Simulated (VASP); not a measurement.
Input of a VASP 6.6.1 run:

INCAR

```
ALGO = Normal
EDIFF = 1E-6
EDIFFG = -0.01
ENCUT = 600
IBRION = 2
ISIF = 3
ISMEAR = 1
LASPH = T
LCHARG = F
LMIXTAU = T
LREAL = F
LWAVE = F
METAGGA = MS2
NELM = 60
NSW = 40
PREC = Accurate
SIGMA = 0.1
```

File KPOINTS:

```
k-points
0
Gamma
  11 11 11
```

Contents of POSCAR:

```
Al
1.0
    0.0000000000      2.0248050000      2.0248050000
    2.0248050000      0.0000000000      2.0248050000
    2.0248050000      2.0248050000      0.0000000000
Al
1
Direct
    0.0000000000      0.0000000000      0.0000000000
```

Potentials or basis: VASP PAW PBE potentials, release 64 (Al).

The run is started by

```sh
$ cat potpaw_PBE.64/Al/POTCAR > POTCAR
$ mpirun -np 1 vasp_std > vasp.out
```

**Question.** Predict the relaxed volume.

**Answer.** 16.19 Å³/atom.

**Question.** Predict the space group after relaxing (to 0.05 Å).

**Answer.** Fm-3m (No. 225).

**Question.** Estimate the relaxed cell.

**Answer.** a = 2.840 Å, b = 2.840 Å, c = 2.840 Å, α = 60.00°, β = 60.00°, γ = 60.00°.

Step by step:
| step | energy change (eV) | largest force (eV/Å) | pressure (GPa) | volume (Å³) |
| --- | --- | --- | --- | --- |
| 1 | 0.0000 | 0.0000 | -1.97 | 16.60 |
| 2 | -0.0025 | 0.0000 | 0.40 | 16.12 |
| 3 | -0.0026 | 0.0000 | 0.02 | 16.19 |

Caveat: the PAW data sets were made with another functional, which shifts forces and pressure a little.

The cell as given is a measured one (16.60 Å³/atom); MS2 puts the equilibrium volume -2.5 % from it, thermal expansion not counted.
